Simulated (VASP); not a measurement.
# TiTe2 (P-3m1) in VASP: further runs

Runs on TiTe2. Level: HSE06. Tasks: single point.

All numbers are computed with VASP 6.6.1; they aren't measurements. Logs are shortened: lines on timing, memory, paths and dates and some standing lists are left out, and cuts for length are marked.

## Step 1: The structure

Symmetry: P-3m1, No. 164, trigonal system. Conventional cell: a = 3.777 Å, b = 3.777 Å, c = 6.498 Å, α = 90.00°, β = 90.00°, γ = 120.00°. Te (site symmetry 3m) is surrounded by 3 Ti at 2.77 Å. Ti (site symmetry -3m) is surrounded by 6 Te at 2.77 Å.

## Step 2: Single point, HSE06

POSCAR

```
TiTe2
1.0
    3.7770000000      0.0000000000      0.0000000000
   -1.8885000000      3.2709779501      0.0000000000
    0.0000000000      0.0000000000      6.4980000000
Te Ti
2 1
Direct
    0.3333333333      0.6666666667      0.7372000000
    0.6666666667      0.3333333333      0.2628000000
    0.0000000000      0.0000000000      0.0000000000
```

INCAR.step1

```
PREC = Accurate
ENCUT = 350
EDIFF = 1E-5
ISMEAR = 0
SIGMA = 0.01
LREAL = False
LASPH = True
NELM = 100
ALGO = Normal
ISIF = 2
LWAVE = True
NBANDS = 20
NKRED = 1
GGA = PE
```

INCAR.step2

```
PREC = Accurate
ENCUT = 350
EDIFF = 1E-6
ISMEAR = 0
SIGMA = 0.01
LREAL = False
LASPH = True
NELM = 100
ALGO = Normal
ISIF = 2
LWAVE = False
LCHARG = False
GGA = PE
LHFCALC = True
HFSCREEN = 0.2
PRECFOCK = Fast
NBANDS = 20
NKRED = 1
ISTART = 1
```

KPOINTS

```
regular mesh
0
Gamma
  3 3 2
```

Potentials or basis: VASP PAW PBE potentials, release 64 (Te, Ti_sv).

Started as:

```console
> cat potpaw_PBE.64/Te/POTCAR potpaw_PBE.64/Ti_sv/POTCAR > POTCAR
> cp INCAR.step1 INCAR
> mpirun -np 1 vasp_std > vasp.out
> cp INCAR.step2 INCAR
> mpirun -np 1 vasp_std > vasp.out
```

OUTCAR:

```text
PREC = Accurate
   ENCUT = 350
   EDIFF = 1E-6
   ISMEAR = 0
   LREAL = False
   LASPH = True
   NELM = 100
   ISIF = 2
   GGA = PE
   LHFCALC = True
   HFSCREEN = 0.2
   PRECFOCK = Fast
   NKRED = 1
   ISTART = 1

 Found      6 irreducible k-points:

 Following reciprocal coordinates:
            Coordinates               Weight
  0.000000  0.000000  0.000000      1.000000
  0.333333  0.000000  0.000000      6.000000
  0.333333  0.333333  0.000000      2.000000
  0.000000  0.000000  0.500000      1.000000
  0.333333  0.000000  0.500000      6.000000
  0.333333  0.333333  0.500000      2.000000
   k-points           NKPTS =      6   k-points in BZ     NKDIM =     18   number of bands    NBANDS=     20
   number of dos      NEDOS =    301   number of ions     NIONS =      3
   total plane-waves  NPLWV =  23040
   dimension x,y,z NGX =    24 NGY =   24 NGZ =   40
   dimension x,y,z NGXF=    48 NGYF=   48 NGZF=   80
   ions per type =               2   1
   NGX,Y,Z   is equivalent  to a cutoff of  10.56, 10.56, 10.23 a.u.
   NGXF,Y,Z  is equivalent  to a cutoff of  21.13, 21.13, 20.47 a.u.
 SYSTEM =  unknown system
   PREC   = accura    normal or accurate (medium, high low for compatibility)
   ISTART =      1    job   : 0-new  1-cont  2-samecut
   ICHARG =      0    charge: 1-file 2-atom 10-const
   ISPIN  =      1    spin polarized calculation?
   LNONCOLLINEAR =      F non collinear calculations
   LSORBIT =      F    spin-orbit coupling
   LASPH  =      T    aspherical Exc in radial PAW
   ENCUT  =  350.0 eV  25.72 Ry    5.07 a.u.   5.76  5.76  9.91*2*pi/ulx,y,z
   NELM   =    100;   NELMIN=  2; NELMDL=  0     # of ELM steps
   EDIFF  = 0.1E-05   stopping-criterion for ELM
   LREAL  =      F    real-space projection
   EDIFFG = 0.1E-04   stopping-criterion for IOM
   NSW    =      0    number of steps for IOM
   IBRION =     -1    ionic relax: 0-MD 1-quasi-New 2-CG
   NFREE  =      0    steps in history (QN), initial steepest desc. (CG)
   ISIF   =      2    stress and relaxation
   ISYM   =      3    0-nonsym 1-usesym 2-fastsym
   POTIM  = 0.5000    time-step for ionic-motion
   TEBEG  =    0.0;   TEEND  =   0.0 temperature during run
   PSTRESS=    0.0 pullay stress
   NELECT =      24.0000    total number of electrons
   NUPDOWN=      -1.0000    fix difference up-down
   EMIN   =  10.00;   EMAX   =-10.00  energy-range for DOS
   EFERMI =   0.00;   METHOD = LEGACY
   ISMEAR =     0;   SIGMA  =   0.01  broadening in eV -4-tet -1-fermi 0-gaus
   EFERMI_NEDOS =   21; number of points for ismear=-14 and -15
   IALGO  =     38    algorithm
   IMIX   =      1    mixing-type and parameters
     AMIX     =   0.40;   BMIX     =  1.00
     AMIX_MAG =   1.60;   BMIX_MAG =  1.00
  volume/ion in A,a.u.               =      26.76       180.58
  Fermi-wavevector in a.u.,A,eV,Ry     =   1.094655  2.068597 16.303438  1.198269
  Thomas-Fermi vector in A             =   2.230964
   LORBIT       =      0    0 simple, 1 ext, 2 COOP (PROOUT), +10 PAW based schemes
   GGA     = PE    functional components
   LHFCALC =     T    Hartree Fock is set to
   PRECFOCK=fast      Normal, Fast or Accurate (Low or Medium for compatibility)
   ENCUT4O =  -1.0   cutoff for four orbital integrals eV
   NKREDX  =     1    reduce k-point grid by
   NKREDY  =     1    reduce k-point grid by
   NKREDZ  =     1    reduce k-point grid by
   AEXX    =    0.2500 exact exchange contribution
   HFSCREEN=    0.2000 screening length (either q_TF or 0.3 A-1)
   HFSCREENC=   0.2000 screening length for correlation (either q_TF or 0.3 A-1)
   ENCUTFOCK=  -1.0 apply spherical cutoff to Coloumb kernel
   IVDW    =     0    specifies the selected vdW correction
   LEPSILON=     F    determine dielectric tensor
   LRPA    =     F    only Hartree local field effects (RPA)
 non-spin polarized calculation
 Gauss-broadening in eV      SIGMA  =   0.01
  energy-cutoff  :      350.00
  volume of cell :       80.28
 maximum number of plane-waves:      1202
 NGX is ok and might be reduce to    24
  NGX = 14; NGY = 14; NGZ = 24

 number of electron      24.0000003 magnetization

 Free energy of the ion-electron system (eV)
  ---------------------------------------------------
  ext. energy  EPLUGINS =         0.00000000
  ---------------------------------------------------
  free energy    TOTEN  =       -19.58320476 eV

  energy without entropy =      -19.58202695  energy(sigma->0) =      -19.58261585

 E-fermi :   7.0932     XC(G=0):  -8.1843

 val. band max:        7.0863527336   @ k =   0.3333   0.0000   0.5000
 cond. band min:       7.2052427659   @ k =   0.3333   0.0000   0.0000
 fundamental gap:      0.1188900323
 Fermi energy:         7.0931934371

 k-point     1 :       0.0000    0.0000    0.0000
  band No.  band energies     occupation
      1     -55.6358      2.00000
      2     -30.3030      2.00000
      3     -30.2394      2.00000
      4     -30.2394      2.00000
      5      -7.1928      2.00000
      6      -5.4948      2.00000
      7       0.6332      2.00000
      8       4.5952      2.00000
      9       4.5952      2.00000
     10       7.2234      0.00000
     11       7.6490      0.00000
     12       7.6490      0.00000
     13       7.6745      0.00000
     14       7.8102      0.00000
     15       7.8102      0.00000
     16      10.3381      0.00000
     17      10.3381      0.00000
     18      12.2182      0.00000
     19      13.0736      0.00000
     20      15.0187      0.00000

 k-point     2 :       0.3333    0.0000    0.0000
  band No.  band energies     occupation
      1     -55.6331      2.00000
      2     -30.2964      2.00000
      3     -30.2837      2.00000
      4     -30.2503      2.00000
      5      -5.9787      2.00000
      6      -4.9945      2.00000
      7       2.0404      2.00000
      8       2.2185      2.00000
      9       2.9543      2.00000
     10       4.5451      2.00000
     11       5.0922      2.00000
     12       5.4541      2.00000
     13       7.2052      0.00000
     14       8.6341      0.00000
     15       8.8598      0.00000
     16      10.1414      0.00000
     17      10.5276      0.00000
     18      12.8133      0.00000
     19      13.0729      0.00000
     20      13.6459      0.00000

 k-point     3 :       0.3333    0.3333    0.0000
  band No.  band energies     occupation
      1     -55.6315      2.00000
      2     -30.2934      2.00000
      3     -30.2808      2.00000
      4     -30.2808      2.00000
      5      -4.8920      2.00000
      6      -4.8920      2.00000
      7       1.7164      2.00000
      8       2.3680      2.00000
      9       2.3680      2.00000
     10       3.7301      2.00000
     11       3.8330      2.00000
     12       3.8330      2.00000
     13       8.4689      0.00000
     14       8.8990      0.00000
     15       8.8990      0.00000
     16       9.2401      0.00000
     17       9.2401      0.00000
     18      11.1354      0.00000
     19      15.6052      0.00000
     20      15.6052      0.00000

 k-point     4 :       0.0000    0.0000    0.5000
  band No.  band energies     occupation
      1     -55.6361      2.00000
      2     -30.3026      2.00000
      3     -30.2394      2.00000
      4     -30.2394      2.00000
      5      -6.6285      2.00000
      6      -6.3536      2.00000
      7       2.8805      2.00000
      8       3.5729      2.00000
      9       4.6758      2.00000
     10       4.6759      2.00000
     11       7.4717      0.00000
     12       7.4717      0.00000
     13       7.6317      0.00000
     14       7.6317      0.00000
     15       8.3830      0.00000
     16      10.8223      0.00000
     17      10.8223      0.00000
     18      12.6764      0.00000
     19      14.2183      0.00000
     20      14.8788      0.00000

 k-point     5 :       0.3333    0.0000    0.5000
  band No.  band energies     occupation
      1     -55.6332      2.00000
      2     -30.2955      2.00000
      3     -30.2834      2.00000
      4     -30.2502      2.00000
      5      -5.5931      2.00000
      6      -5.4621      2.00000
      7       1.8262      2.00000
      8       2.0942      2.00000
      9       3.9699      2.00000
     10       4.3689      2.00000
     11       4.8808      2.00000
     12       5.7794      2.00000
     13       7.0864      1.66667
     14       8.7581      0.00000
     15       8.9076      0.00000
     16       9.8348      0.00000
     17       9.9186      0.00000
     18      12.0698      0.00000
     19      12.5463      0.00000
     20      13.8879      0.00000

 k-point     6 :       0.3333    0.3333    0.5000
  band No.  band energies     occupation
      1     -55.6313      2.00000
      2     -30.2926      2.00000
      3     -30.2805      2.00000
      4     -30.2805      2.00000
      5      -4.8824      2.00000
      6      -4.8824      2.00000
      7       1.9250      2.00000
      8       1.9250      2.00000
      9       2.2964      2.00000
     10       2.8265      2.00000
     11       4.5262      2.00000
     12       4.5262      2.00000
     13       8.3908      0.00000
     14       8.3908      0.00000
     15       8.4740      0.00000
     16      10.2516      0.00000
     17      10.2516      0.00000
     18      12.9674      0.00000
     19      12.9674      0.00000
     20      13.5545      0.00000

------------------------ aborting loop because EDIFF is reached ----------------------------------------

  FORCE on cell =-STRESS in cart. coord.  units (eV):
  Direction    XX          YY          ZZ          XY          YZ          ZX
  --------------------------------------------------------------------------------------
  -------------------------------------------------------------------------------------
  Total       -0.6820636     -0.6820636     -0.5605058      0.0000000      0.0000000     -0.0000000
  in kB      -13.6122876    -13.6122876    -11.1862972      0.0000000      0.0000000     -0.0000000
  external PRESSURE =     -12.8036241 kB  Pullay stress =       0.0000000 kB

 VOLUME and BASIS-vectors are now :
 -----------------------------------------------------------------------------
  energy-cutoff  :      350.00
  volume of cell :       80.28
      direct lattice vectors                 reciprocal lattice vectors
     3.777000000  0.000000000  0.000000000     0.264760392  0.152859484  0.000000000
    -1.888500000  3.270977950  0.000000000     0.000000000  0.305718967  0.000000000
     0.000000000  0.000000000  6.498000000     0.000000000  0.000000000  0.153893506

 POSITION                                       TOTAL-FORCE (eV/Angst)
 -----------------------------------------------------------------------------------
     -0.00000      2.18065      4.79033        -0.000000      0.000000      0.393164
      1.88850      1.09033      1.70767         0.000000      0.000000     -0.393164
      0.00000      0.00000      0.00000         0.000000      0.000000      0.000000
 -----------------------------------------------------------------------------------
    total drift:                                0.000000     -0.000000     -0.000000

  FREE ENERGIE OF THE ION-ELECTRON SYSTEM (eV)
  ---------------------------------------------------
  free  energy   TOTEN  =       -19.5832047566 eV

  energy  without entropy=      -19.5820269480  energy(sigma->0) =      -19.58261585
```

It took 65 s on 1 thread of Intel Xeon Platinum 8559C (Emerald Rapids), shared host; peak memory 0.25 GiB.

These settings aren't checked as converged: the numbers below hold their error.

Results:

```
Free energy            : -19.5832 eV
Pressure               : -1.3 GPa
Largest force          : 0.393 eV/Å
Band gap on the k mesh : none (metal or under the smearing width)
```

Caveat: the k mesh is coarse (spacing up to 0.64 Å⁻¹), so the values aren't converged, least of all with exact exchange; the PAW data sets were made with another functional, which shifts forces and pressure a little; this functional lacks dispersion, which binds the layers, so the pressure and a relaxed spacing across them are unreliable.

(Part 1 of 2 ends here.)
